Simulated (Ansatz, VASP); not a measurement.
# One calculation of SiC, two programs

Contents of INCAR:

```
SYSTEM = SiC
ALGO     = Normal         ! electronic algorithm
EDIFF    = 1E-7           ! SCF threshold, eV
ENCUT    = 520            ! plane-wave cutoff, eV
GGA      = PE             ! functional
ISIF     = 2              ! what is computed and relaxed
ISMEAR   = -1             ! smearing method
LASPH    = .TRUE.         ! aspherical terms in the spheres
LCHARG   = .FALSE.        ! write CHGCAR
LREAL    = .FALSE.        ! projectors in reciprocal space
LWAVE    = .FALSE.        ! write WAVECAR
NBANDS   = 11             ! bands
NELM     = 80             ! most SCF steps
PREC     = Accurate       ! precision mode
SIGMA    = 0.02           ! smearing width, eV
```

File KPOINTS:

```
k-points
0
G
  10 10 10
  0 0 0
```

The input POSCAR:

```
SiC
1.0
    0.0601107117      2.1630202559      2.1630202559
    2.1630202559      0.0601107117      2.1630202559
    2.1630202559      2.1630202559      0.0601107117
Si C
1 1
Direct
    0.0014635240      0.0014635240      0.0014635240
    0.2485364760      0.2485364760      0.2485364760
```

Input for Ansatz:

```yaml
crystal:
  lattice:
    - [0.0601107117, 2.1630202559, 2.1630202559]
    - [2.1630202559, 0.0601107117, 2.1630202559]
    - [2.1630202559, 2.1630202559, 0.0601107117]
  atoms:
    - { symbol: Si, position: [0.001463524, 0.001463524, 0.001463524] }
    - { symbol: C, position: [0.248536476, 0.248536476, 0.248536476] }
kpoints:
  mp_grid: { grid: [10, 10, 10] }
  band_path:
    path:
      - [0.0, 0.0, 0.0]
      - [-0.5, -0.5, 0.0]
      - [-0.375, -0.375, 0.25]
      - [-0.375, 0.0, 0.375]
      - [0.0, 0.0, 0.5]
      - [-0.5, -0.25, 0.25]
      - [0.0, 0.5, 0.5]
    npoints: 1
hamiltonian:
  xc: pbe
scf:
  occupations: { method: fermi_dirac, width: 0.02 }
  n_extra_bands: 4
output:
  forces: true
  stress: true
  eigenvalues: true
```

Change from the starting cell: epitaxial_111 strain -3.5%.

Alike in both runs: task single point; functional PBE; k mesh 10 × 10 × 10; occupations fermi-dirac, width 0.02 eV; no spin polarisation.

|  | VASP | Ansatz |
| --- | --- | --- |
| version | VASP 6.6.1 | Ansatz 0.2.0 |
| potentials or method | VASP PAW PBE potentials, release 64 (Si, C) | plane waves, PAW |
| plane-wave cutoff (eV) | 520 | 420 |
| valence electrons in the cell | 8 | 8 |

Ansatz gave:

```
gap on the k mesh at the Fermi level (eV)       : 1.09
pressure (GPa)                                  : 19.9
largest component of the traceless stress (GPa) : 7.84
rms of the force components (eV/Å)              : 0.030
```

Problem. What did VASP give for the same quantities?

Solution. gap on the k mesh at the Fermi level (eV): 1.08; pressure (GPa): 19.8; largest component of the traceless stress (GPa): 7.88; rms of the force components (eV/Å): 0.029.

Atom by atom the forces differ by 0.001 eV/Å (rms over components). With one functional, cell and mesh, what is left measures potentials, basis and numerics.

Caveats: so large a pressure means that the cell lies far from this level's equilibrium, or that cutoff or potentials fall short (VASP). A k mesh can miss the band edges.
